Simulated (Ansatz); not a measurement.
# Ge: the cost of one run

Computed with Ansatz 0.2.0 (DFT r2SCAN, scalar-relativistic, plane waves, PAW, unless a step's input says otherwise).

1 further run of the same task is left out (set aside as unsound or not needed).

**1. The starting structure**

Symmetry: Fd-3m, No. 227, cubic system. Conventional cell: a = 6.565 Å, b = 6.565 Å, c = 6.565 Å, α = 90.00°, β = 90.00°, γ = 90.00°. Around Sn (site symmetry -43m) lie 4 Sn at 2.84 Å.

As a file:

```cif
data_structure
_symmetry_space_group_name_H-M 'P 1'
_symmetry_Int_Tables_number 1
_cell_length_a 4.6418
_cell_length_b 4.6418
_cell_length_c 4.6418
_cell_angle_alpha 60.000
_cell_angle_beta 60.000
_cell_angle_gamma 60.000
_cell_volume 70.72
loop_
_atom_site_label
_atom_site_type_symbol
_atom_site_fract_x
_atom_site_fract_y
_atom_site_fract_z
_atom_site_occupancy
Sn1 Sn 0.00000 0.00000 0.00000 1
Sn2 Sn 0.25000 0.25000 0.25000 1
```

It goes back to an entry of the Materials Project.

It is the result of an earlier relaxation at this level (volume 35.36 Å³/atom; gap on the mesh: none (metal)).

**2. Sn → Ge: the starting cell**

Ge starts from the relaxed positions of Sn, with all lengths scaled by 0.906, a guess from tabulated radii.

**3. Probe: one point at the start (Ge)**

input.yaml

```yaml
crystal:
  lattice:
    - [0.0, 2.9743569226, 2.9743569226]
    - [2.9743569226, 0.0, 2.9743569226]
    - [2.9743569226, 2.9743569226, 0.0]
  atoms:
    - { symbol: Ge, position: [0.0, 0.0, 0.0] }
    - { symbol: Ge, position: [0.25, 0.25, 0.25] }
basis:
  ecutwfc: 500
kpoints:
  mp_grid: { grid: [6, 6, 6] }
hamiltonian:
  xc: r2scan
scf:
  occupations: { method: gaussian, width: 0.1 }
output:
  forces: true
  stress: true
  eigenvalues: true
```

Command:

```sh
ansatz run input.yaml --threads 1 --pin off --max-ram 2560MiB --backend cpu --events-out ev --progress --plain --runs-dir out
```

**Question.** How long does this run take on 1 thread of AMD EPYC 9R45 (Zen 5), shared host, and how much memory does it need?

About 1.1 s, with a peak of 0.47 GiB.
